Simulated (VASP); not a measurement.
# C (P6_3/mmc) in VASP: notebook, part 2 of 2

VASP 6.6.1.

## Step 4: Single point, PBE+D3(BJ)

This run uses another cell than the first one, of 8.74 Å³/atom, 0.987 times its volume.

INCAR

```
SYSTEM = C
  PREC = Accurate
  ENCUT = 520
  EDIFF = 1E-6
  ISMEAR = 0
  SIGMA = 0.1
  LREAL = .False.
  LASPH = .True.
  NELM = 100
  ALGO = Fast
  ISIF = 2
  LWAVE = .False.
  LCHARG = .False.
  GGA = PE
  IVDW = 12
  NBANDS = 16
```

KPOINTS

```
Automatic mesh
0
Gamma
  9 9 4
  0 0 0
```

POSCAR

```
C
1.0
    2.4560000000      0.0000000000      0.0000000000
   -1.2280000000      2.1269583917      0.0000000000
    0.0000000000      0.0000000000      6.6960000000
C
4
Direct
    0.0000000000      0.0000000000      0.7500000000
    0.0000000000      0.0000000000      0.2500000000
    0.3333333333      0.6666666667      0.7500000000
    0.6666666667      0.3333333333      0.2500000000
```

Potentials or basis: VASP PAW PBE potentials, release 64 (C).

Launch:

```console
cat potpaw_PBE.64/C/POTCAR > POTCAR
mpirun -np 1 vasp_std > vasp.out
```

OUTCAR:

```text
SYSTEM = C
   PREC = Accurate
   ENCUT = 520
   EDIFF = 1E-6
   ISMEAR = 0
   LREAL = .False.
   LASPH = .True.
   NELM = 100
   ISIF = 2
   GGA = PE
   IVDW = 12
 IVDW          = 12

 ion  position               nearest neighbor table
   1  0.000  0.000  0.750-   3 1.42   3 1.42   3 1.42
   2  0.000  0.000  0.250-   4 1.42   4 1.42   4 1.42
   3  0.333  0.667  0.750-   1 1.42   1 1.42   1 1.42
   4  0.667  0.333  0.250-   2 1.42   2 1.42   2 1.42

  LATTYP: Found a hexagonal cell.
 ALAT       =     2.4560000000
 C/A-ratio  =     2.7263843648

  Lattice vectors:

 A1 = (   2.4560000000,   0.0000000000,   0.0000000000)
 A2 = (  -1.2280000000,   2.1269583917,   0.0000000000)
 A3 = (   0.0000000000,   0.0000000000,   6.6960000000)

Analysis of symmetry for initial positions (statically):
=====================================================================
 Subroutine PRICEL returns:
 Original cell was already a primitive cell.

 Routine SETGRP: Setting up the symmetry group for a
 hexagonal supercell.

 Subroutine GETGRP returns: Found 24 space group operations
 (whereof 12 operations were pure point group operations)
 out of a pool of 24 trial point group operations.

The static configuration has the point symmetry D_3d.
 The point group associated with its full space group is D_6h.

Analysis of symmetry for dynamics (positions and initial velocities):
=====================================================================
 Subroutine PRICEL returns:
 Original cell was already a primitive cell.

 Routine SETGRP: Setting up the symmetry group for a
 hexagonal supercell.

 Subroutine GETGRP returns: Found 24 space group operations
 (whereof 12 operations were pure point group operations)
 out of a pool of 24 trial point group operations.

The dynamic configuration has the point symmetry D_3d.
 The point group associated with its full space group is D_6h.

[... 124 lines left out ...]
  Fermi-wavevector in a.u.,A,eV,Ry     =   1.261384  2.383670 21.648079  1.591089
  Thomas-Fermi vector in A             =   2.394846
   LORBIT       =      0    0 simple, 1 ext, 2 COOP (PROOUT), +10 PAW based schemes
   GGA     = PE    functional components
   LHFCALC =     F    Hartree Fock is set to
   AEXX    =    0.0000 exact exchange contribution
   IVDW    =    12    specifies the selected vdW correction
   LEPSILON=     F    determine dielectric tensor
   LRPA    =     F    only Hartree local field effects (RPA)
 non-spin polarized calculation
 RMM-DIIS sequential band-by-band and
 Gauss-broadening in eV      SIGMA  =   0.10
  energy-cutoff  :      520.00
  volume of cell :       34.98
 maximum number of plane-waves:       979
   NGX =  9   NGY =  9   NGZ = 25

 number of electron      15.9999994 magnetization

 Free energy of the ion-electron system (eV)
  ---------------------------------------------------
  ext. energy  EPLUGINS =         0.00000000
  ---------------------------------------------------
  free energy    TOTEN  =       -36.81949079 eV

  energy without entropy =      -36.81604767  energy(sigma->0) =      -36.81776923

 E-fermi :   4.7561     XC(G=0): -10.3604

 val. band max:        4.7547882488   @ k =   0.3333   0.3333   0.5000
 cond. band min:       4.7564477099   @ k =   0.3333   0.3333   0.2500
 fundamental gap:      0.0016594612
 Fermi energy:         4.7561413429

 k-point     1 :       0.0000    0.0000    0.0000
  band No.  band energies     occupation
      1     -14.9798      2.00000
      2     -14.6762      2.00000
      3      -3.8314      2.00000
      4      -1.8511      2.00000
      5       1.7493      2.00000
      6       1.7493      2.00000
[... 433 lines left out ...]
      3      -7.8407      2.00000
      4      -7.7770      2.00000
      5      -5.8523      2.00000
      6      -5.8523      2.00000
[... 8 lines left out ...]
     15      18.3172      0.00000
     16      19.4708      0.00000

 [... further k-points ...]

------------------------ aborting loop because EDIFF is reached ----------------------------------------

 Edisp (eV)   -0.62732

 E8    (eV) :    -0.1778

  FORCE on cell =-STRESS in cart. coord.  units (eV):
  Direction    XX          YY          ZZ          XY          YZ          ZX
  --------------------------------------------------------------------------------------
  -------------------------------------------------------------------------------------
  Total       1.26096     1.26096    -0.01720    -0.00000     0.00000     0.00000
  in kB      57.75777    57.75777    -0.78782    -0.00000     0.00000     0.00000
  external pressure =       38.24 kB  Pullay stress =        0.00 kB

 VOLUME and BASIS-vectors are now :
 -----------------------------------------------------------------------------
  energy-cutoff  :      520.00
  volume of cell :       34.98
      direct lattice vectors                 reciprocal lattice vectors
     2.456000000  0.000000000  0.000000000     0.407166124  0.235077471  0.000000000
    -1.228000000  2.126958392  0.000000000     0.000000000  0.470154942  0.000000000
     0.000000000  0.000000000  6.696000000     0.000000000  0.000000000  0.149342891

 POSITION                                       TOTAL-FORCE (eV/Angst)
 -----------------------------------------------------------------------------------
      0.00000      0.00000      5.02200        -0.000000     -0.000000      0.000000
      0.00000      0.00000      1.67400         0.000000      0.000000      0.000000
     -0.00000      1.41797      5.02200         0.000000     -0.000000     -0.000000
      1.22800      0.70899      1.67400        -0.000000      0.000000     -0.000000
 -----------------------------------------------------------------------------------
    total drift:                               -0.000000      0.000000      0.000000

  FREE ENERGIE OF THE ION-ELECTRON SYSTEM (eV)
  ---------------------------------------------------
  free  energy   TOTEN  =       -37.4468144565 eV

  energy  without entropy=      -37.4433713363  energy(sigma->0) =      -37.44509290
```

OSZICAR:

```text
N       E                     dE             d eps       ncg     rms          rms(c)
DAV:   1     0.316488230880E+02    0.31649E+02   -0.80212E+03  1152   0.926E+02
DAV:   2    -0.367037496706E+02   -0.68353E+02   -0.62109E+02  1672   0.186E+02
DAV:   3    -0.392421667340E+02   -0.25384E+01   -0.25277E+01  1480   0.336E+01
DAV:   4    -0.392622270262E+02   -0.20060E-01   -0.20051E-01  1496   0.357E+00
DAV:   5    -0.392625488743E+02   -0.32185E-03   -0.32184E-03  1432   0.431E-01    0.906E+00
RMM:   6    -0.373943412233E+02    0.18682E+01   -0.11764E+00  1193   0.630E+00    0.525E+00
RMM:   7    -0.368099564923E+02    0.58438E+00   -0.18958E+00  1278   0.839E+00    0.131E+00
RMM:   8    -0.368223601100E+02   -0.12404E-01   -0.10465E-01  1208   0.233E+00    0.362E-01
RMM:   9    -0.368189565034E+02    0.34036E-02   -0.23962E-02  1340   0.110E+00    0.656E-02
RMM:  10    -0.368193746476E+02   -0.41814E-03   -0.36880E-03  1414   0.477E-01    0.495E-02
RMM:  11    -0.368194715526E+02   -0.96905E-04   -0.69389E-04  1445   0.195E-01    0.300E-02
RMM:  12    -0.368194865137E+02   -0.14961E-04   -0.14470E-04  1462   0.898E-02    0.287E-03
RMM:  13    -0.368194900111E+02   -0.34974E-05   -0.35663E-05  1389   0.414E-02    0.284E-03
RMM:  14    -0.368194907901E+02   -0.77902E-06   -0.74999E-06  1127   0.186E-02
   1 F= -.37446814E+02 E0= -.37445093E+02  d E =-.344312E-02
```

stdout:

```text
POSCAR found type information on POSCAR C
 POSCAR found :  1 types and       4 ions
 scaLAPACK will be used
 LDA part: xc-table for (Slater+PW92), standard interpolation
 POSCAR, INCAR and KPOINTS ok, starting setup
 FFT: planning ... GRIDC
 FFT: planning ... GRID_SOFT
 FFT: planning ... GRID
 WAVECAR not read
 entering main loop
```

It took 11 s on 1 thread of Intel Xeon Platinum 8559C (Emerald Rapids), shared host; peak memory 0.15 GiB.

What came out:

| Item | Value |
| --- | --- |
| Free energy | -37.4468 eV |
| Pressure | 3.8 GPa |
| Band gap on the k mesh | none (metal or under the smearing width) |
| Dispersion energy per atom | -0.157 eV |

## Step 5: Overview

| task | cell | k mesh | cutoff (eV) | gap on the mesh (eV) | pressure (GPa) |
| --- | --- | --- | --- | --- | --- |
| single point | P6_3/mmc, 8.86 Å³/atom | 21 × 21 × 6 | 520 | none | 0.5 |
| relaxation of cell and atoms | relaxed | 21 × 21 × 6 | 600 | none | -0.1 |
| single point | P6_3/mmc, 8.74 Å³/atom | 9 × 9 × 4 | 520 | none | 3.8 |

Alike in all rows: level PBE+D3(BJ); potentials or basis VASP PAW PBE potentials, release 64 (C); no spin polarisation; smearing gaussian 0.1 eV.

Total energies depend on the potentials used, so only differences within one code and one set of settings carry meaning.
